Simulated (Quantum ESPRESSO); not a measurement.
Crystal: Si.

```
Si
1.0
     0.00000    2.72185    2.72185
     2.72185    0.00000    2.72185
     2.72185    2.72185    0.00000
Si
2
Direct
  0.50000 0.50000 0.50000
  0.75000 0.75000 0.75000
```

| Property | Result |
| --- | --- |
| Program | Quantum ESPRESSO 7.5 |
| Task | phonons |
| Functional | LDA |
| Potentials or basis | GBRV 1.5 LDA |
| Cutoff | 612 eV |
| Density cutoff | 4898 eV |
| k mesh | 8 × 8 × 8, shifted |
| Occupations | fermi-dirac, width 0.05 eV |
| Spin | no spin polarisation |
| Form of the LDA correlation | PZ81 |
| Mixing beta | 0.5 |
| Most SCF iterations | 120 |
| SCF threshold | 4e-10 Ry |

The cell and the atoms were relaxed first, to 19.69 Å³/atom (a = 3.819 Å, b = 3.819 Å, c = 3.819 Å, α = 60.00°, β = 60.00°, γ = 60.00°), and the response was taken there.

The first run showed a gap, so the response started from a second, tighter run with fixed occupations.

Problem. What is the highest optical frequency at the zone centre?

Solution. 514 cm⁻¹, a mode of symmetry T2g (Raman).

Optical modes at Γ, degenerate ones joined, polar ones without the macroscopic field:
```csv
cm⁻¹,components,symmetry,active in,"IR intensity, summed ((D/Å)²/amu)"
514,3,T2g,Raman,0.00
```

Born effective charge tensors (e):
atom 1, Si
```
0.00 0.00 0.00
0.00 0.00 0.00
0.00 0.00 0.00
```
atom 2, Si
```
0.00 0.00 0.00
0.00 0.00 0.00
0.00 0.00 0.00
```

Electronic dielectric tensor:
```
13.27  0.00  0.00
 0.00 13.27  0.00
 0.00  0.00 13.27
```

Static dielectric tensor, electrons and zone-centre modes:
```
13.27  0.00  0.00
 0.00 13.27  0.00
 0.00  0.00 13.27
```
